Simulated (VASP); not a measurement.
Wanted: the native input for a VASP 6.6.1 run.

| Item | Value |
| --- | --- |
| Task | relaxation of cell and atoms |
| Functional | PBE |
| Potentials or basis | VASP PAW PBE potentials, release 64 (Si, C) |
| Cutoff | 600 eV |
| k mesh | 10 × 10 × 10 |
| Occupations | fermi-dirac, width 0.05 eV |
| Spin | no spin polarisation |
| Further INCAR settings | ALGO = Normal; EDIFF = 1e-06; IBRION = 2; EDIFFG = -0.01; NSW = 40; ISIF = 3 |

The structure of SiC (Moissanite 3C) lies in POSCAR:

```
SiC
1.0
    0.0000000000      2.1790000000      2.1790000000
    2.1790000000      0.0000000000      2.1790000000
    2.1790000000      2.1790000000      0.0000000000
Si C
1 1
Direct
    0.0000000000      0.0000000000      0.0000000000
    0.7500000000      0.7500000000      0.7500000000
```

The input as run:

INCAR

```
SYSTEM = SiC
  PREC = Accurate
  ENCUT = 600
  EDIFF = 1E-6
  ISMEAR = -1
  SIGMA = 0.05
  LREAL = .FALSE.
  LASPH = .TRUE.
  NELM = 100
  ALGO = Normal
  ISIF = 3
  LWAVE = .FALSE.
  LCHARG = .FALSE.
  GGA = PE
  IBRION = 2
  NSW = 40
  EDIFFG = -0.01
```

KPOINTS

```
regular mesh
0
G
  10 10 10
  0 0 0
```

Potentials or basis: VASP PAW PBE potentials, release 64 (Si, C).

Launch:

```sh
$ cat potpaw_PBE.64/Si/POTCAR potpaw_PBE.64/C/POTCAR > POTCAR
$ mpirun -np 1 vasp_std > vasp.out
```

Results of the run:

The relaxed volume is 10.49 Å³/atom, the relaxed cell is a = 3.096 Å, b = 3.096 Å, c = 3.096 Å, α = 60.00°, β = 60.00°, γ = 60.00° and the space group after relaxing (to 0.05 Å) is F-43m (No. 216). The energy gained by relaxing is 1.4 meV/atom. The ionic steps are 3. The pressure after relaxing is 0.0 GPa and the band gap on the k mesh is 1.37 eV, indirect (least direct gap 4.53 eV).

Wall time 27 s on 1 thread of Intel(R) Xeon(R) Platinum 8375C CPU @ 2.90GHz (Ice Lake), with other jobs on the host, peak memory 0.15 GiB.
